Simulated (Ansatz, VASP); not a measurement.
**Ga: VASP beside Ansatz**

INCAR

```
SYSTEM = Ga
PREC = Accurate
ENCUT = 520
EDIFF = 1E-6
ISMEAR = 1
SIGMA = 0.05
LREAL = .False.
LASPH = .True.
NELM = 60
ALGO = Normal
ISIF = 2
LWAVE = .False.
LCHARG = .True.
GGA = PS
LELF = .True.
LVHAR = .True.
NBANDS = 12
```

The input KPOINTS:

```
Automatic mesh
0
Gamma
  11 11 11
  0 0 0
```

Contents of POSCAR:

```
Ga
1.0
   -1.3945768973      1.3945768973      2.2140398177
    1.3945768973     -1.3945768973      2.2140398177
    1.3945768973      1.3945768973     -2.2140398177
Ga
1
Direct
    0.0000000000      0.0000000000      0.0000000000
```

Input for Ansatz:

```yaml
crystal:
  lattice:
    - [-1.3945768972844932, 1.3945768972844932, 2.21403981769739]
    - [1.3945768972844932, -1.3945768972844932, 2.21403981769739]
    - [1.3945768972844932, 1.3945768972844932, -2.21403981769739]
  atoms:
    - { symbol: Ga, position: [0.0, 0.0, 0.0] }
basis:
  ecutwfc: 517.016338673772
kpoints:
  mp_grid:
    grid: [11, 11, 11]
hamiltonian:
  xc: pbesol
  pseudopotentials:
    kind: paw
scf:
  occupations:
    method: cold
    width: 0.05
output:
  stress: true
```

This isn't the form of Ga at room conditions, which is orthorhombic.

Alike in both runs: task single point; functional PBEsol; k mesh 11 × 11 × 11; no spin polarisation.

|  | VASP | Ansatz |
| --- | --- | --- |
| version | VASP 6.6.1 | Ansatz 0.2.0 |
| potentials or method | VASP PAW PBE potentials, release 64 (Ga_d) | plane waves, PAW |
| plane-wave cutoff (eV) | 520 | 517 |
| occupations | methfessel-paxton of order 1, width 0.05 eV | cold, width 0.05 eV |
| valence electrons in the cell | 13 | 13 |

|  | VASP | Ansatz | Ansatz less VASP |
| --- | --- | --- | --- |
| pressure (GPa) | 1.6 | 1.6 | -0.02 |
| largest component of the traceless stress (GPa) | 1.23 | 1.44 | +0.209 |

Caveats: the PAW data sets were made with another functional, which shifts forces and pressure a little (VASP).
